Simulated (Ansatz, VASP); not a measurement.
## CaSe: VASP beside Ansatz

```
Ca Se
1.0
     0.00000    2.96754    2.96754
     2.96754    0.00000    2.96754
     2.96754    2.96754    0.00000
Ca Se
1 1
Direct
  0.00000 0.00000 0.00000
  0.50000 0.50000 0.50000
```

The cell was built by a generator and needn't be a form met in nature.

Alike in both runs: task single point; functional PBE; k mesh 8 × 8 × 8; occupations fermi-dirac, width 0.02 eV; no spin polarisation.

|  | VASP | Ansatz |
| --- | --- | --- |
| version | VASP 6.6.1 | Ansatz 0.2.0 |
| potentials or method | VASP PAW PBE potentials, release 64 (Ca_sv, Se) | plane waves, PAW |
| plane-wave cutoff (eV) | 520 | 420 |
| valence electrons in the cell | 16 | 26 |

Ansatz gave:

| Quantity | Value |
| --- | --- |
| gap on the k mesh at the Fermi level (eV) | 2.06 |
| pressure (GPa) | 0.6 |

Q: Estimate VASP's values.

A: gap on the k mesh at the Fermi level (eV): 2.05; pressure (GPa): 0.7.

The two sets of potentials don't hold the same shells in valence.

A k mesh can miss the band edges.
